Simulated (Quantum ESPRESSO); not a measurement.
# Mg (P6_3/mmc) in Quantum ESPRESSO: convergence with smearing width

Aim: find how far smearing width must go before the results for Mg settle, at LDA. This setting moves, with any that are tied to it; all else stays.

Program: Quantum ESPRESSO 7.5. These are calculated values, not measurements. Logs are shortened: lines on timing, memory, paths and dates and some standing lists are left out, and cuts for length are marked.

## Step 1: The structure

The structure is hexagonal, space group P6_3/mmc (No. 194). The conventional cell has a = 3.209 Å, b = 3.209 Å, c = 5.210 Å, α = 90.00°, β = 90.00°, γ = 120.00°. Mg (site symmetry -6m2) has 12 Mg at 3.20 to 3.21 Å as nearest neighbours.

## Step 2: With smearing width 0.5 eV

File pw.in:

```
&CONTROL
  calculation = 'scf'
  prefix = 'pwscf'
  outdir = './tmp'
  pseudo_dir = './pseudo'
  tprnfor = .true.
  tstress = .true.
  disk_io = 'nowf'
/
&SYSTEM
  ibrav = 0
  nat = 2
  ntyp = 1
  ecutwfc = 36
  ecutrho = 216
  nbnd = 16
  occupations = 'smearing'
  smearing = 'mv'
  degauss = 0.03674932
/
&ELECTRONS
  conv_thr = 4d-10
  electron_maxstep = 120
  mixing_beta = 0.5
/
ATOMIC_SPECIES
Mg    24.3050 Mg.LDA_PW-JTH.UPF
CELL_PARAMETERS angstrom
   3.2093000000    0.0000000000    0.0000000000
  -1.6046500000    2.7793353284    0.0000000000
   0.0000000000    0.0000000000    5.2103000000
ATOMIC_POSITIONS crystal
Mg     0.6666666667    0.3333333333    0.7500000000
Mg     0.3333333333    0.6666666667    0.2500000000
K_POINTS automatic
10 10 5 0 0 0
```

Potentials or basis: JTH 2.0 LDA.

Run with:

```
OMP_NUM_THREADS=1 pw.x -in pw.in > pw.out
```

pw.out:

```text
This program is part of the open-source Quantum ESPRESSO suite
     for quantum simulation of materials; please cite
         "P. Giannozzi et al., J. Phys.:Condens. Matter 21 395502 (2009);
         "P. Giannozzi et al., J. Phys.:Condens. Matter 29 465901 (2017);
         "P. Giannozzi et al., J. Chem. Phys. 152 154105 (2020);
     in publications or presentations arising from this work. More details at

     file Mg.LDA_PW-JTH.UPF: wavefunction(s)  3P renormalized
     Message from routine setup:
     using ibrav=0 with symmetry is DISCOURAGED, use correct ibrav instead

     G-vector sticks info
     --------------------
     sticks:   dense  smooth     PW     G-vecs:    dense   smooth      PW
     Sum         547     367    121                16757     9127    1557

     Using Slab Decomposition

     bravais-lattice index     =            0
     lattice parameter (alat)  =       6.0647  a.u.
     unit-cell volume          =     313.6249 (a.u.)^3
     number of atoms/cell      =            2
     number of atomic types    =            1
     number of electrons       =        20.00
     number of Kohn-Sham states=           16
     kinetic-energy cutoff     =      36.0000  Ry
     charge density cutoff     =     216.0000  Ry
     scf convergence threshold =      4.0E-10
     mixing beta               =       0.5000
     number of iterations used =            8  plain     mixing
     Exchange-correlation= SLA PW NOGX NOGC
                           (   1   4   0   0   0   0   0)

     celldm(1)=   6.064698  celldm(2)=   0.000000  celldm(3)=   0.000000
     celldm(4)=   0.000000  celldm(5)=   0.000000  celldm(6)=   0.000000

     crystal axes: (cart. coord. in units of alat)
               a(1) = (   1.000000   0.000000   0.000000 )
               a(2) = (  -0.500000   0.866025   0.000000 )
               a(3) = (   0.000000   0.000000   1.623500 )

     reciprocal axes: (cart. coord. in units 2 pi/alat)
               b(1) = (  1.000000  0.577350 -0.000000 )
               b(2) = (  0.000000  1.154701  0.000000 )
               b(3) = (  0.000000 -0.000000  0.615953 )

     PseudoPot. # 1 for Mg read from file:
     Mg.LDA_PW-JTH.UPF
     Pseudo is Projector augmented-wave + core cor, Zval = 10.0
     Generated using ATOMPAW code
     Shape of augmentation charge: SINC**2
     Using radial grid of  976 points,  4 beta functions with:
                l(1) =   0
                l(2) =   0
                l(3) =   1
                l(4) =   1
     Q(r) pseudized with 0 coefficients

     atomic species   valence    mass     pseudopotential
     Mg               10.00    24.30500     Mg( 1.00)

     24 Sym. Ops., with inversion, found (12 have fractional translation)

   Cartesian axes

     site n.     atom                  positions (alat units)
         1        Mg     tau(   1) = (   0.5000000   0.2886751   1.2176253  )
         2        Mg     tau(   2) = (  -0.0000000   0.5773503   0.4058751  )

     number of k points=    42  Marzari-Vanderbilt smearing, width (Ry)=  0.0367
                       cart. coord. in units 2pi/alat
        k(    1) = (   0.0000000   0.0000000   0.0000000), wk =   0.0040000
        k(    2) = (   0.0000000   0.0000000   0.1231906), wk =   0.0080000
        k(    3) = (   0.0000000   0.0000000   0.2463812), wk =   0.0080000
        k(    4) = (   0.0000000   0.1154701   0.0000000), wk =   0.0240000
        k(    5) = (   0.0000000   0.1154701   0.1231906), wk =   0.0480000
        k(    6) = (   0.0000000   0.1154701   0.2463812), wk =   0.0480000
[... 34 lines left out ...]
        k(   41) = (   0.3000000   0.5196152   0.1231906), wk =   0.0480000
        k(   42) = (   0.3000000   0.5196152   0.2463812), wk =   0.0480000

     Dense  grid:    16757 G-vectors     FFT dimensions: (  30,  30,  48)

     Smooth grid:     9127 G-vectors     FFT dimensions: (  24,  24,  40)

     Initial potential from superposition of free atoms

     starting charge      19.9983, renormalised to      20.0000
     Starting wfcs are   16 randomized atomic wfcs

     Self-consistent Calculation

     iteration #  1     ecut=    36.00 Ry     beta= 0.50
     Davidson diagonalization with overlap
     ethr =  1.00E-02,  avg # of iterations =  4.6

     Threshold (ethr) on eigenvalues was too large:
     Diagonalizing with lowered threshold

     Davidson diagonalization with overlap
     ethr =  3.47E-05,  avg # of iterations =  4.0

     total energy              =    -279.47071701 Ry
     estimated scf accuracy    <       0.00693859 Ry

     iteration #  2     ecut=    36.00 Ry     beta= 0.50
     Davidson diagonalization with overlap
     ethr =  3.47E-05,  avg # of iterations =  1.0

     total energy              =    -279.47038920 Ry
     estimated scf accuracy    <       0.00158613 Ry

     iteration #  3     ecut=    36.00 Ry     beta= 0.50
     Davidson diagonalization with overlap
     ethr =  7.93E-06,  avg # of iterations =  1.1

     total energy              =    -279.47041691 Ry
     estimated scf accuracy    <       0.00000176 Ry

     iteration #  4     ecut=    36.00 Ry     beta= 0.50
     Davidson diagonalization with overlap
     ethr =  8.81E-09,  avg # of iterations =  2.6

     total energy              =    -279.47041821 Ry
     estimated scf accuracy    <       0.00000008 Ry

     iteration #  5     ecut=    36.00 Ry     beta= 0.50
     Davidson diagonalization with overlap
     ethr =  3.78E-10,  avg # of iterations =  2.0

     total energy              =    -279.47041822 Ry
     estimated scf accuracy    <          6.2E-09 Ry

     iteration #  6     ecut=    36.00 Ry     beta= 0.50
     Davidson diagonalization with overlap
     ethr =  3.08E-11,  avg # of iterations =  2.0

     End of self-consistent calculation

          k = 0.0000 0.0000 0.0000 (  1105 PWs)   bands (ev):

   -69.2626 -69.2596 -36.6923 -36.6656 -36.6656 -36.6613 -36.6602 -36.6602
    -0.8056   4.4404   4.7785  16.8885  16.8885  16.9155  16.9155  17.8053

          k = 0.0000 0.0000 0.1232 (  1135 PWs)   bands (ev):

   -69.2623 -69.2599 -36.6902 -36.6652 -36.6652 -36.6646 -36.6610 -36.6610
    -0.5831   2.6870   6.9158  15.7608  17.0652  17.0652  17.0703  17.0703
[... 58 lines left out ...]
   -69.2599 -69.2588 -36.6886 -36.6839 -36.6775 -36.6713 -36.6678 -36.6657
     2.4832   5.5326   6.3389   9.2275   9.9378  13.0153  13.1584  14.7757

          k = 0.0000 0.4619 0.2464 (  1144 PWs)   bands (ev):

   -69.2596 -69.2592 -36.6893 -36.6873 -36.6721 -36.6696 -36.6686 -36.6675
     3.1230   4.1724   6.8687   7.8839  12.3414  13.7172  14.2002  14.6516

          k = 0.0000-0.5774 0.0000 (  1140 PWs)   bands (ev):

   -69.2597 -69.2587 -36.6883 -36.6838 -36.6798 -36.6726 -36.6693 -36.6653
     3.9250   3.9716   8.6979   9.1206   9.2576   9.6817  12.8098  14.1350

          k = 0.0000-0.5774 0.1232 (  1144 PWs)   bands (ev):

   -69.2596 -69.2588 -36.6901 -36.6859 -36.6763 -36.6720 -36.6689 -36.6661
     4.1356   4.1742   7.3254   7.3476  11.3279  11.4039  12.9956  14.4207

          k = 0.0000-0.5774 0.2464 (  1148 PWs)   bands (ev):

   -69.2593 -69.2590 -36.6911 -36.6896 -36.6717 -36.6704 -36.6690 -36.6681
     4.7350   4.7532   5.9433   5.9449  13.3631  13.5539  13.7339  14.4873

          k = 0.1000 0.1732 0.0000 (  1141 PWs)   bands (ev):

   -69.2619 -69.2593 -36.6902 -36.6715 -36.6690 -36.6660 -36.6629 -36.6619
    -0.2207   4.9726   5.3456  12.6091  12.8530  17.1260  17.2583  17.6131

          k = 0.1000 0.1732 0.1232 (  1139 PWs)   bands (ev):
[... 106 lines left out ...]
   -69.2591 -69.2588 -36.6844 -36.6837 -36.6801 -36.6751 -36.6719 -36.6696
     4.5256   6.2400   6.3477   7.8494   9.4642   9.6254  12.1334  13.7420

          k = 0.3000 0.5196 0.2464 (  1129 PWs)   bands (ev):

   -69.2590 -69.2589 -36.6862 -36.6858 -36.6794 -36.6769 -36.6682 -36.6673
     5.1340   6.0340   6.9088   7.1702   8.1841   8.3177  14.6574  16.3475

     the Fermi energy is     6.1222 ev

!    total energy              =    -279.47041822 Ry
     total all-electron energy =      -279.470418 Ry
     estimated scf accuracy    <          3.4E-10 Ry
     smearing contrib. (-TS)   =      -0.00112049 Ry
     internal energy E=F+TS    =    -279.46929772 Ry

     The total energy is F=E-TS. E is the sum of the following terms:
     one-electron contribution =    -214.70996599 Ry
     hartree contribution      =      60.99718681 Ry
     xc contribution           =     -26.03756837 Ry
     ewald contribution        =    -107.11632326 Ry
     one-center paw contrib.   =       7.39737308 Ry

     convergence has been achieved in   6 iterations

     Forces acting on atoms (cartesian axes, Ry/au):

     atom    1 type  1   force =    -0.00000000   -0.00000000    0.00000000
     atom    2 type  1   force =     0.00000000    0.00000000    0.00000000

     Total force =     0.000000     Total SCF correction =     0.000000

     Computing stress (Cartesian axis) and pressure

          total   stress  (Ry/bohr**3)                   (kbar)     P=      -29.39
  -0.00022279  -0.00000000   0.00000000          -32.77       -0.00        0.00
  -0.00000000  -0.00022279  -0.00000000           -0.00      -32.77       -0.00
   0.00000000  -0.00000000  -0.00015380            0.00       -0.00      -22.62

=------------------------------------------------------------------------------=
   JOB DONE.
=------------------------------------------------------------------------------=
```

It took 7.5 s on 1 thread of Arm Neoverse V1, shared host; peak memory 0.05 GiB.

Results:

```
Free energy            : -3802.3887 eV
Pressure               : -2.9 GPa
Band gap on the k mesh : none (metal or under the smearing width)
```

## Step 3: With smearing width 0.3 eV

Changes to pw.in since step 2:

```diff
@@ -18,3 +18,3 @@
   smearing = 'mv'
-  degauss = 0.03674932
+  degauss = 0.02204959
 /
```

Potentials or basis: JTH 2.0 LDA.

Run with:

```
OMP_NUM_THREADS=1 pw.x -in pw.in > pw.out
```

Run time: 7.5 s. Hardware: 1 thread of Arm Neoverse V1, shared host; peak memory 0.05 GiB.

What came out:

* Free energy: -3802.3790 eV
* Pressure: -2.9 GPa
* Band gap on the k mesh: none (metal or under the smearing width)

## Step 4: With smearing width 0.2 eV

Changes to pw.in since step 3:

```diff
@@ -18,3 +18,3 @@
   smearing = 'mv'
-  degauss = 0.02204959
+  degauss = 0.01469973
 /
```

Run with:

```
OMP_NUM_THREADS=1 pw.x -in pw.in > pw.out
```

Wall time 7.5 s (1 thread of Arm Neoverse V1, shared host); peak memory 0.05 GiB.

What came out:

| Item | Value |
| --- | --- |
| Free energy | -3802.3742 eV |
| Pressure | -2.9 GPa |
| Band gap on the k mesh | none (metal or under the smearing width) |

## Step 5: With smearing width 0.136 eV

Changes to pw.in since step 4:

```diff
@@ -18,3 +18,3 @@
   smearing = 'mv'
-  degauss = 0.01469973
+  degauss = 0.00999582
 /
```

Run with:

```
OMP_NUM_THREADS=1 pw.x -in pw.in > pw.out
```

Run time: 7.5 s. Hardware: 1 thread of Arm Neoverse V1, shared host; peak memory 0.05 GiB.

What came out:

```yaml
Free_energy: -3802.3718 eV
Pressure: -2.9 GPa
Band_gap_on_the_k_mesh: none (metal or under the smearing width)
```

## Step 6: With smearing width 0.1 eV

Changes to pw.in since step 5:

```diff
@@ -18,3 +18,3 @@
   smearing = 'mv'
-  degauss = 0.00999582
+  degauss = 0.00734986
 /
```

Potentials or basis: JTH 2.0 LDA.

Run with:

```
OMP_NUM_THREADS=1 pw.x -in pw.in > pw.out
```

Wall time 7.5 s (1 thread of Arm Neoverse V1, shared host); peak memory 0.05 GiB.

It converged, with:

- Free energy: -3802.3708 eV
- Pressure: -2.9 GPa
- Band gap on the k mesh: none (metal or under the smearing width)

## Step 7: With smearing width 0.05 eV

Changes to pw.in since step 6:

```diff
@@ -18,3 +18,3 @@
   smearing = 'mv'
-  degauss = 0.00734986
+  degauss = 0.00367493
 /
```

Run with:

```
OMP_NUM_THREADS=1 pw.x -in pw.in > pw.out
```

Wall time 7.5 s (1 thread of Arm Neoverse V1, shared host); peak memory 0.05 GiB.

The run converged. Its results:

* Free energy: -3802.3697 eV
* Pressure: -2.9 GPa
* Band gap on the k mesh: none (metal or under the smearing width)

## Step 8: With smearing width 0.025 eV

Changes to pw.in since step 7:

```diff
@@ -18,3 +18,3 @@
   smearing = 'mv'
-  degauss = 0.00367493
+  degauss = 0.00183747
 /
```

Run with:

```
OMP_NUM_THREADS=1 pw.x -in pw.in > pw.out
```

Run time: 7.4 s. Hardware: 1 thread of Arm Neoverse V1, shared host; peak memory 0.05 GiB.

The run converged. Its results:

```yaml
Free_energy: -3802.3694 eV
Pressure: -2.9 GPa
Band_gap_on_the_k_mesh: none (metal or under the smearing width)
```

## Step 9: With smearing width 0.01 eV

Changes to pw.in since step 8:

```diff
@@ -18,3 +18,3 @@
   smearing = 'mv'
-  degauss = 0.00183747
+  degauss = 0.00073499
 /
```

Potentials or basis: JTH 2.0 LDA.

Run with:

```
OMP_NUM_THREADS=1 pw.x -in pw.in > pw.out
```

It took 7.4 s on 1 thread of Arm Neoverse V1, shared host; peak memory 0.05 GiB.

The run converged. Its results:

```
Free energy            : -3802.3694 eV
Pressure               : -3.0 GPa
Band gap on the k mesh : none (metal or under the smearing width)
```

## Step 10: Summary

| smearing width | energy less the tightest run, at zero smearing (meV/atom) | pressure (GPa) | SCF cycles | CPU time (s) | peak memory (GiB) |
| --- | --- | --- | --- | --- | --- |
| 0.5 eV | -9.65 | -2.94 | 6 | 7.5 | 0.05 |
| 0.3 eV | -4.80 | -2.92 | 6 | 7.5 | 0.05 |
| 0.2 eV | -2.36 | -2.91 | 6 | 7.5 | 0.05 |
| 0.136 eV | -1.17 | -2.90 | 6 | 7.5 | 0.05 |
| 0.1 eV | -0.67 | -2.90 | 6 | 7.5 | 0.05 |
| 0.05 eV | -0.12 | -2.90 | 6 | 7.5 | 0.05 |
| 0.025 eV | 0.00 | -2.92 | 6 | 7.4 | 0.05 |
| 0.01 eV | 0.00 | -2.98 | 6 | 7.4 | 0.05 |

Against the tightest run, the energy stays within 1 meV/atom from 0.1 eV on; the pressure stays within 0.1 GPa from 0.5 eV on. Narrower smearing needs a denser k mesh, so at a fixed mesh the narrowest width isn't the most accurate. The tightest run that finished is the yardstick and may itself not be fully converged.

Caveats: the cutoff is low for these files, which shifts pressure and relaxed volume.
